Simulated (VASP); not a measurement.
# MgS in VASP 6.6.1, single-point calculation

INCAR

```
NELM = 120
ISMEAR = -1
PREC = Accurate
IBRION = -1
LREAL = .FALSE.
SIGMA = 0.02
ALGO = All
EDIFF = 1E-7
NBANDS = 11
LCHARG = .FALSE.
LWAVE = .FALSE.
NSW = 0
ENCUT = 520
LASPH = .TRUE.
METAGGA = SCAN
ISIF = 2
```

KPOINTS

```
KPOINTS created by Atomic Simulation Environment
0
Gamma
5 5 5
0 0 0
```

POSCAR

```
Mg S
 1.0000000000000000
    -0.0000000000000000    2.6015179370171326    2.6015179370171326
     2.6015179370171326    0.0000000000000000    2.6015179370171326
     2.6015179370171326    2.6015179370171326   -0.0000000000000000
 Mg  S
   1   1
Cartesian
 -0.0000000000000000 -0.0000000000000000  0.0000000000000000
  2.6015179370171331  2.6015179370171331  2.6015179370171331
```

The recommended PBE PAW datasets give the neutral cell 8 valence electrons.

Command

```
mpirun -np 1 vasp_std
```

Problem. Predict the outcome of this run.

Solution. It converged. Results: gap between bands v and c on the k mesh 3.83 eV; least direct gap on the k mesh 4.61 eV; pressure -0.8 GPa. Band v is the last that the valence electrons fill when counted band by band, and c is the next.

OSZICAR

```
N       E                     dE             d eps       ncg     rms           ort
DAV:   1     0.115024188660E+02    0.11502E+02   -0.40631E+03   110   0.684E+02
DAV:   2    -0.182756653488E+02   -0.29778E+02   -0.27887E+02   110   0.104E+02
DAV:   3    -0.196082351280E+02   -0.13326E+01   -0.13307E+01   110   0.236E+01
DAV:   4    -0.196159728516E+02   -0.77377E-02   -0.77372E-02   110   0.225E+00
DAV:   5    -0.196160410887E+02   -0.68237E-04   -0.68237E-04   110   0.208E-01
SDA:   6    -0.175289984466E+02    0.20870E+01   -0.68237E-04   110   0.126E+01   0.000E+00
CGA:   7    -0.179149687644E+02   -0.38597E+00   -0.38407E+00   110   0.436E-01   0.185E-01
CGA:   8    -0.179370384883E+02   -0.22070E-01   -0.21649E-01   110   0.661E-02   0.149E-02
CGA:   9    -0.179404009415E+02   -0.33625E-02   -0.33436E-02   110   0.812E-03   0.749E-04
CGA:  10    -0.179407389134E+02   -0.33797E-03   -0.32695E-03   110   0.833E-04   0.822E-04
CGA:  11    -0.179407824566E+02   -0.43543E-04   -0.43746E-04   110   0.150E-04  -0.978E-06
SDA:  12    -0.179407954407E+02   -0.12984E-04   -0.12994E-04   110   0.349E-05  -0.414E-05
SDA:  13    -0.179407958102E+02   -0.36953E-06   -0.64274E-06   110   0.101E-05   0.184E-05
SDA:  14    -0.179407958514E+02   -0.41215E-07   -0.15321E-06   110   0.455E-06   0.672E-06
   1 F= -.17940796E+02 E0= -.17940796E+02  d E =-.269195E-10
```

For comparison, a separate PBE run of the intended cell, on usual settings and not on those above, gives a gap of 2.78 eV on its mesh and a pressure of 0.9 GPa.
